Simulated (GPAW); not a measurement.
Wanted: an ASE script for a GPAW 26.7.0 run.

* Task: dielectric tensor
* Functional: PBEsol
* Potentials or basis: PAW data sets generated in the run's folder for this functional
* Cutoff: 500 eV
* Basis: pw
* k mesh: 6 × 6 × 6
* Occupations: fermi-dirac, width 0.001 eV
* Spin: no spin polarisation
* Response ecut: 80 eV
* Maxiter: 150
* Response k mesh: 12 × 12 × 12
* Response bands: 30
* Kernels: ["RPA"]
* Coarser k mesh: 12 × 12 × 12

The structure of PbS lies in PbS.xyz:

```xyz
2
Lattice="2.1126617058 1.2197458045 3.4519162518 -2.1126617058 1.2197458045 3.4519162518 0.0000000000 -2.4394916091 3.4519162518" Properties=species:S:1:pos:R:3 pbc="T T T"
Pb     0.0000000000     -0.0000000001     10.1544928558
S      0.0000000000      0.0000000000      4.9193488057
```

The cell is a database's computed one.

The input as run:

run.py

```python
import numpy as np
from ase.dft.bandgap import bandgap
from ase.io import read, write
from gpaw import GPAW, PW, setup_paths
from gpaw.response.df import DielectricFunction

setup_paths.insert(0, '.')

atoms = read('PbS.xyz')

calc = GPAW(mode=PW(500),
            xc='PBEsol',
            kpts={'size': (6, 6, 6), 'gamma': True},
            occupations={'name': 'fermi-dirac', 'width': 0.001},
            nbands=19,
            convergence={'density': 1e-06},
            maxiter=150,
            txt='gpaw.txt')
atoms.calc = calc
energy = atoms.get_potential_energy()
calc.write('gs.gpw')
write('result.traj', atoms)
print(f'Energy: {energy:.6f} eV')
print('Fermi level:', round(calc.get_fermi_level(), 4), 'eV')
print(f'Gap: {bandgap(calc)[0]:.4f} eV, direct: {bandgap(calc, direct=True)[0]:.4f} eV')

for size in [(12, 12, 12)]:
    name = 'x'.join(str(n) for n in size)
    dense = calc.fixed_density(kpts={'size': size, 'gamma': True},
                               nbands=36, convergence={'bands': 30, 'eigenstates': 1e-7},
                               update_fermi_level=True, txt=f'dense-{name}.txt')
    dense.write(f'{name}.gpw', mode='all')
    df = DielectricFunction(f'{name}.gpw', frequencies=np.array([0.0]), hilbert=False, eta=0.001,
                            ecut=80, nbands=30, intraband=False, txt=f'df-{name}.txt')
    for xc in ['RPA']:
        for direction in ['x', 'y', 'z', [0, 1, 1], [1, 0, 1], [1, 1, 0]]:
            e0, e = df.get_macroscopic_dielectric_constant(xc=xc, direction=direction)
            print(f'{name} {xc} {direction}: {e0:.4f} without, {e:.4f} with local fields')
```

Potentials or basis: PAW data sets generated in the run's folder for this functional, pw.

Command:

```console
$ gpaw-setup -f PBEsol Pb S
$ OMP_NUM_THREADS=1 python run.py
```

It gave:

```json
{"Band gap on the k mesh": "0.31 eV, direct", "Electronic dielectric tensor (diagonal)": "19.81, 19.81, 18.45"}
```

Caveat: the gap is small at this level, which inflates the dielectric constant; the long-wavelength limit can be off by a per cent or two; spin-orbit coupling is left out, which as a rule narrows the gap of such compounds by several tenths of an eV.

Wall time 3.1 min on 1 thread of Intel(R) Xeon(R) CPU @ 2.60GHz (Ice Lake) (shared host), peak memory 0.51 GiB.
